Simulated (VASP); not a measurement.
# PbSe (Clausthalite) (Fm-3m) in VASP: further runs

Aim: see how the results for PbSe (Clausthalite) move with the level of theory and the settings. Levels: PBE+D3(BJ), PBE+D4. Tasks: single point.

Everything below comes from runs of VASP 6.6.1. Logs are shortened: lines on timing, memory, paths and dates and some standing lists are left out, and cuts for length are marked.

**Measured values to compare with.**

A printed reference work, monograph reports, for a bulk crystal of PbSe at 4.2 K: band gap 0.15 eV (direct).

The runs below are set against these values where they give the same quantity.

## (1) The cell of the first run

The structure is cubic, space group Fm-3m (No. 225). The conventional cell has a = 6.132 Å, b = 6.132 Å, c = 6.132 Å, α = 90.00°, β = 90.00°, γ = 90.00°. Pb (site symmetry m-3m) has 6 Se at 3.07 Å within 4.0 Å. Within 4.0 Å of Se (site symmetry m-3m) lie 6 Pb at 3.07 Å.

## (2) Single point, PBE+D3(BJ)

The input, INCAR:

```
SYSTEM = PbSe
  ALGO = Normal
  EDIFF = 1E-6
  ENCUT = 520
  GGA = PE
  ISIF = 2
  ISMEAR = -1
  IVDW = 12
  LASPH = .True.
  LCHARG = .False.
  LREAL = .False.
  LWAVE = .False.
  NBANDS = 17
  NELM = 100
  PREC = Accurate
  SIGMA = 0.02
```

The input, KPOINTS:

```
k-points
0
Gamma
  6 6 6
  0 0 0
```

The input, POSCAR:

```
PbSe
1.0
    0.0000000000      3.0661043214      3.0661043214
    3.0661043214      0.0000000000      3.0661043214
    3.0661043214      3.0661043214      0.0000000000
Pb Se
1 1
Direct
    0.0000000000      0.0000000000      0.0000000000
    0.5000000000      0.5000000000      0.5000000000
```

Potentials or basis: VASP PAW PBE potentials, release 64 (Pb_d, Se).

Launch:

```
cat potpaw_PBE.64/Pb_d/POTCAR potpaw_PBE.64/Se/POTCAR > POTCAR
mpirun -np 1 vasp_std > vasp.out
```

OUTCAR:

```text
SYSTEM = PbSe
   EDIFF = 1E-6
   ENCUT = 520
   GGA = PE
   ISIF = 2
   ISMEAR = -1
   IVDW = 12
   LASPH = .True.
   LREAL = .False.
   NELM = 100
   PREC = Accurate
 IVDW          = 12

 ion  position               nearest neighbor table
   1  0.000  0.000  0.000-   2 3.07   2 3.07   2 3.07   2 3.07   2 3.07   2 3.07
   2  0.500  0.500  0.500-   1 3.07   1 3.07   1 3.07   1 3.07   1 3.07   1 3.07

  LATTYP: Found a face centered cubic cell.
 ALAT       =     6.1322086428

  Lattice vectors:

 A1 = (   0.0000000000,   3.0661043214,   3.0661043214)
 A2 = (   3.0661043214,   0.0000000000,   3.0661043214)
 A3 = (   3.0661043214,   3.0661043214,   0.0000000000)

Analysis of symmetry for initial positions (statically):
=====================================================================
 Subroutine PRICEL returns:
 Original cell was already a primitive cell.

 Routine SETGRP: Setting up the symmetry group for a
 face centered cubic supercell.

 Subroutine GETGRP returns: Found 48 space group operations
 (whereof 48 operations were pure point group operations)
 out of a pool of 48 trial point group operations.

The static configuration has the point symmetry O_h .

Analysis of symmetry for dynamics (positions and initial velocities):
=====================================================================
 Subroutine PRICEL returns:
 Original cell was already a primitive cell.

 Routine SETGRP: Setting up the symmetry group for a
 face centered cubic supercell.

 Subroutine GETGRP returns: Found 48 space group operations
 (whereof 48 operations were pure point group operations)
 out of a pool of 48 trial point group operations.

The dynamic configuration has the point symmetry O_h .

 Subroutine INISYM returns: Found 48 space group operations
 (whereof 48 operations are pure point group operations),
 and found     1 'primitive' translations

----------------------------------------------------------------------------------------

                                     Primitive cell

  volume of cell :      57.6489

  direct lattice vectors                    reciprocal lattice vectors
     0.000000000  3.066104321  3.066104321    -0.163073382  0.163073382  0.163073382
     3.066104321  0.000000000  3.066104321     0.163073382 -0.163073382  0.163073382
     3.066104321  3.066104321  0.000000000     0.163073382  0.163073382 -0.163073382

  length of vectors
     4.336126315  4.336126315  4.336126315     0.282451382  0.282451382  0.282451382

  position of ions in fractional coordinates (direct lattice)
     0.000000000  0.000000000  0.000000000
     0.500000000  0.500000000  0.500000000

  ion indices of the primitive-cell ions
   primitive index   ion index
                 1           1
                 2           2

----------------------------------------------------------------------------------------

 KPOINTS: k-points

Automatic generation of k-mesh.
 Grid dimensions read from file:
 generate k-points for:    6    6    6

 Generating k-lattice:

  Cartesian coordinates                     Fractional coordinates (reciprocal lattice)
    -0.027178897  0.027178897  0.027178897     0.166666667  0.000000000  0.000000000
     0.027178897 -0.027178897  0.027178897     0.000000000  0.166666667  0.000000000
     0.027178897  0.027178897 -0.027178897     0.000000000  0.000000000  0.166666667

  Length of vectors
     0.047075230  0.047075230  0.047075230

  Shift w.r.t. Gamma in fractional coordinates (k-lattice)
     0.000000000  0.000000000  0.000000000

 Subroutine IBZKPT returns following result:
 ===========================================

 Found     16 irreducible k-points:

 Following reciprocal coordinates:
            Coordinates               Weight
  0.000000  0.000000  0.000000      1.000000
  0.166667  0.000000  0.000000      8.000000
  0.333333  0.000000  0.000000      8.000000
  0.500000  0.000000  0.000000      4.000000
  0.166667  0.166667  0.000000      6.000000
  0.333333  0.166667  0.000000     24.000000
[... 8 lines left out ...]
 -0.333333  0.333333  0.166667     24.000000
 -0.333333  0.500000  0.166667     12.000000
   k-points           NKPTS =     16   k-points in BZ     NKDIM =     16   number of bands    NBANDS=     17
   number of dos      NEDOS =    301   number of ions     NIONS =      2
   total plane-waves  NPLWV =  32768
   dimension x,y,z NGX =    32 NGY =   32 NGZ =   32
   dimension x,y,z NGXF=    64 NGYF=   64 NGZF=   64
   ions per type =               1   1
   NGX,Y,Z   is equivalent  to a cutoff of  12.27, 12.27, 12.27 a.u.
   NGXF,Y,Z  is equivalent  to a cutoff of  24.54, 24.54, 24.54 a.u.
 SYSTEM =  PbSe
   PREC   = accura    normal or accurate (medium, high low for compatibility)
   ISTART =      0    job   : 0-new  1-cont  2-samecut
   ICHARG =      2    charge: 1-file 2-atom 10-const
   ISPIN  =      1    spin polarized calculation?
   LNONCOLLINEAR =      F non collinear calculations
   LSORBIT =      F    spin-orbit coupling
   LASPH  =      T    aspherical Exc in radial PAW
   ENCUT  =  520.0 eV  38.22 Ry    6.18 a.u.   8.06  8.06  8.06*2*pi/ulx,y,z
   NELM   =    100;   NELMIN=  2; NELMDL= -5     # of ELM steps
   EDIFF  = 0.1E-05   stopping-criterion for ELM
   LREAL  =      F    real-space projection
   EDIFFG = 0.1E-04   stopping-criterion for IOM
   NSW    =      0    number of steps for IOM
   IBRION =     -1    ionic relax: 0-MD 1-quasi-New 2-CG
   NFREE  =      0    steps in history (QN), initial steepest desc. (CG)
   ISIF   =      2    stress and relaxation
   ISYM   =      2    0-nonsym 1-usesym 2-fastsym
   POTIM  = 0.5000    time-step for ionic-motion
   TEBEG  =    0.0;   TEEND  =   0.0 temperature during run
   PSTRESS=    0.0 pullay stress
   NELECT =      20.0000    total number of electrons
   NUPDOWN=      -1.0000    fix difference up-down
   EMIN   =  10.00;   EMAX   =-10.00  energy-range for DOS
   EFERMI =   0.00;   METHOD = LEGACY
   ISMEAR =    -1;   SIGMA  =   0.02  broadening in eV -4-tet -1-fermi 0-gaus
   EFERMI_NEDOS =   21; number of points for ismear=-14 and -15
   IALGO  =     38    algorithm
   IMIX   =      4    mixing-type and parameters
     AMIX     =   0.40;   BMIX     =  1.00
     AMIX_MAG =   1.60;   BMIX_MAG =  1.00
  volume/ion in A,a.u.               =      28.82       194.52
  Fermi-wavevector in a.u.,A,eV,Ry     =   1.150327  2.173802 18.003933  1.323252
  Thomas-Fermi vector in A             =   2.286991
   LORBIT       =      0    0 simple, 1 ext, 2 COOP (PROOUT), +10 PAW based schemes
   GGA     = PE    functional components
   LHFCALC =     F    Hartree Fock is set to
   AEXX    =    0.0000 exact exchange contribution
   IVDW    =    12    specifies the selected vdW correction
   LEPSILON=     F    determine dielectric tensor
   LRPA    =     F    only Hartree local field effects (RPA)
 non-spin polarized calculation
  energy-cutoff  :      520.00
  volume of cell :       57.65
 maximum number of plane-waves:      1588
   NGX = 17   NGY = 17   NGZ = 17

 number of electron      19.9999998 magnetization

 Free energy of the ion-electron system (eV)
  ---------------------------------------------------
  ext. energy  EPLUGINS =         0.00000000
  ---------------------------------------------------
  free energy    TOTEN  =        -8.18562027 eV

  energy without entropy =       -8.18561473  energy(sigma->0) =       -8.18561750

 E-fermi :   5.1520     XC(G=0):  -9.5067

 val. band max:        4.9968409284   @ k =   0.5000   0.0000   0.0000
 cond. band min:       5.3071166569   @ k =   0.5000   0.0000   0.0000
 fundamental gap:      0.3102757285
 Fermi energy:         5.1519787692

 k-point     1 :       0.0000    0.0000    0.0000
  band No.  band energies     occupation
      1     -11.8247      2.00000
      2     -11.8247      2.00000
      3     -11.8247      2.00000
      4     -11.8206      2.00000
      5     -11.8206      2.00000
      6      -8.5488      2.00000
[... 9 lines left out ...]
     16      11.5296      0.00000
     17      13.1911      0.00000

 k-point     2 :       0.1667    0.0000    0.0000
  band No.  band energies     occupation
      1     -11.8275      2.00000
      2     -11.8275      2.00000
      3     -11.8238      2.00000
      4     -11.8158      2.00000
      5     -11.8158      2.00000
      6      -8.3438      2.00000
[... 9 lines left out ...]
     16      12.1050      0.00000
     17      14.8843      0.00000

 k-point     3 :       0.3333    0.0000    0.0000
  band No.  band energies     occupation
      1     -11.8392      2.00000
      2     -11.8392      2.00000
      3     -11.8223      2.00000
      4     -11.7999      2.00000
      5     -11.7999      2.00000
      6      -7.8360      2.00000
[... 9 lines left out ...]
     16      13.5535      0.00000
     17      16.7963      0.00000

 k-point     4 :       0.5000    0.0000    0.0000
  band No.  band energies     occupation
      1     -11.8451      2.00000
      2     -11.8451      2.00000
      3     -11.8218      2.00000
      4     -11.7918      2.00000
      5     -11.7918      2.00000
      6      -7.4959      2.00000
[... 9 lines left out ...]
     16      15.1588      0.00000
     17      15.1594      0.00000

 k-point     5 :       0.1667    0.1667    0.0000
  band No.  band energies     occupation
      1     -11.8395      2.00000
      2     -11.8292      2.00000
      3     -11.8160      2.00000
      4     -11.8143      2.00000
      5     -11.8143      2.00000
      6      -8.2706      2.00000
[... 9 lines left out ...]
     16      13.1354      0.00000
     17      13.9509      0.00000

 k-point     6 :       0.3333    0.1667    0.0000
  band No.  band energies     occupation
      1     -11.8601      2.00000
      2     -11.8280      2.00000
      3     -11.8230      2.00000
      4     -11.8049      2.00000
      5     -11.7975      2.00000
      6      -7.8515      2.00000
[... 9 lines left out ...]
     16      14.4551      0.00000
     17      15.8835      0.00000

 k-point     7 :       0.5000    0.1667    0.0000
  band No.  band energies     occupation
      1     -11.8671      2.00000
      2     -11.8335      2.00000
      3     -11.8195      2.00000
      4     -11.8004      2.00000
      5     -11.7901      2.00000
      6      -7.4143      2.00000
[... 9 lines left out ...]
     16      15.3945      0.00000
     17      15.7331      0.00000

 k-point     8 :      -0.3333    0.1667    0.0000
  band No.  band energies     occupation
      1     -11.8549      2.00000
      2     -11.8378      2.00000
      3     -11.8170      2.00000
      4     -11.7998      2.00000
      5     -11.7989      2.00000
      6      -7.5319      2.00000
[... 9 lines left out ...]
     16      14.6977      0.00000
     17      16.0458      0.00000

 k-point     9 :      -0.1667    0.1667    0.0000
  band No.  band energies     occupation
      1     -11.8354      2.00000
      2     -11.8335      2.00000
      3     -11.8222      2.00000
      4     -11.8131      2.00000
      5     -11.8041      2.00000
      6      -8.0285      2.00000
[... 9 lines left out ...]
     16      13.9033      0.00000
     17      14.5767      0.00000

 k-point    10 :       0.3333    0.3333    0.0000
  band No.  band energies     occupation
      1     -11.9028      2.00000
      2     -11.8380      2.00000
      3     -11.8067      2.00000
      4     -11.7925      2.00000
      5     -11.7925      2.00000
      6      -7.5723      2.00000
[... 9 lines left out ...]
     16      15.2612      0.00000
     17      16.1656      0.00000

 k-point    11 :       0.5000    0.3333    0.0000
  band No.  band energies     occupation
      1     -11.9184      2.00000
      2     -11.8340      2.00000
      3     -11.8114      2.00000
      4     -11.7894      2.00000
      5     -11.7853      2.00000
      6      -7.2343      2.00000
[... 9 lines left out ...]
     16      16.1861      0.00000
     17      16.8919      0.00000

 k-point    12 :      -0.3333    0.3333    0.0000
  band No.  band energies     occupation
      1     -11.8936      2.00000
      2     -11.8243      2.00000
      3     -11.8175      2.00000
      4     -11.8006      2.00000
      5     -11.7912      2.00000
      6      -7.2079      2.00000
[... 9 lines left out ...]
     16      14.4776      0.00000
     17      16.5214      0.00000

 k-point    13 :       0.5000    0.5000    0.0000
  band No.  band energies     occupation
      1     -11.9448      2.00000
      2     -11.8425      2.00000
      3     -11.8021      2.00000
      4     -11.7811      2.00000
      5     -11.7811      2.00000
      6      -7.1342      2.00000
[... 9 lines left out ...]
     16      16.6099      0.00000
     17      17.6324      0.00000

 k-point    14 :       0.5000    0.3333    0.1667
  band No.  band energies     occupation
      1     -11.8839      2.00000
      2     -11.8251      2.00000
      3     -11.8238      2.00000
      4     -11.7972      2.00000
      5     -11.7929      2.00000
      6      -7.4467      2.00000
[... 9 lines left out ...]
     16      15.2487      0.00000
     17      15.5809      0.00000

 k-point    15 :      -0.3333    0.3333    0.1667
  band No.  band energies     occupation
      1     -11.8927      2.00000
      2     -11.8273      2.00000
      3     -11.8119      2.00000
      4     -11.8089      2.00000
      5     -11.7865      2.00000
      6      -7.2077      2.00000
[... 9 lines left out ...]
     16      16.3770      0.00000
     17      16.4359      0.00000

 k-point    16 :      -0.3333    0.5000    0.1667
  band No.  band energies     occupation
      1     -11.9197      2.00000
      2     -11.8278      2.00000
      3     -11.8150      2.00000
      4     -11.7971      2.00000
      5     -11.7810      2.00000
      6      -7.1123      2.00000
[... 9 lines left out ...]
     16      16.6461      0.00000
     17      17.6464      0.00000

------------------------ aborting loop because EDIFF is reached ----------------------------------------

 Edisp (eV)   -0.73256

 E8    (eV) :    -0.3418

  FORCE on cell =-STRESS in cart. coord.  units (eV):
  Direction    XX          YY          ZZ          XY          YZ          ZX
  --------------------------------------------------------------------------------------
  -------------------------------------------------------------------------------------
  Total      -0.00799    -0.00799    -0.00799     0.00000     0.00000     0.00000
  in kB      -0.22199    -0.22199    -0.22199     0.00000     0.00000     0.00000
  external pressure =       -0.22 kB  Pullay stress =        0.00 kB

 VOLUME and BASIS-vectors are now :
 -----------------------------------------------------------------------------
  energy-cutoff  :      520.00
  volume of cell :       57.65
      direct lattice vectors                 reciprocal lattice vectors
     0.000000000  3.066104321  3.066104321    -0.163073382  0.163073382  0.163073382
     3.066104321  0.000000000  3.066104321     0.163073382 -0.163073382  0.163073382
     3.066104321  3.066104321  0.000000000     0.163073382  0.163073382 -0.163073382

 POSITION                                       TOTAL-FORCE (eV/Angst)
 -----------------------------------------------------------------------------------
      0.00000      0.00000      0.00000         0.000000      0.000000     -0.000000
      3.06610      3.06610      3.06610         0.000000      0.000000      0.000000
 -----------------------------------------------------------------------------------
    total drift:                                0.000000     -0.000000     -0.000000

  FREE ENERGIE OF THE ION-ELECTRON SYSTEM (eV)
  ---------------------------------------------------
  free  energy   TOTEN  =        -8.9181848116 eV

  energy  without entropy=       -8.9181792642  energy(sigma->0) =       -8.91818204
```

Wall time 7 s (1 thread of AMD EPYC 9R45 (Zen 5), shared host); peak memory 0.15 GiB.

Results:

* Free energy: -8.9182 eV
* Pressure: 0.0 GPa
* Band gap on the k mesh: 0.31 eV, direct
* Dispersion energy per atom: -0.366 eV

Levels at points of the mesh, in eV from the valence-band top:
```csv
k point,band 7,band 8,band 9,band 10,band 11,band 12,band 13,band 14
"(0.00, 0.00, 0.00)",-6.31,-1.85,-1.85,-1.85,4.71,4.71,4.71,6.53
"(0.50, 0.00, 0.00)",-8.77,-1.45,-1.45,0.00,0.31,1.71,1.71,8.55
"(0.50, 0.50, 0.00)",-7.37,-4.93,-3.20,-3.20,3.72,5.60,5.60,6.03
```

Caveat: spin-orbit coupling is left out, which moves the levels of the heavy elements.

(Continued in part 2 of 2.)
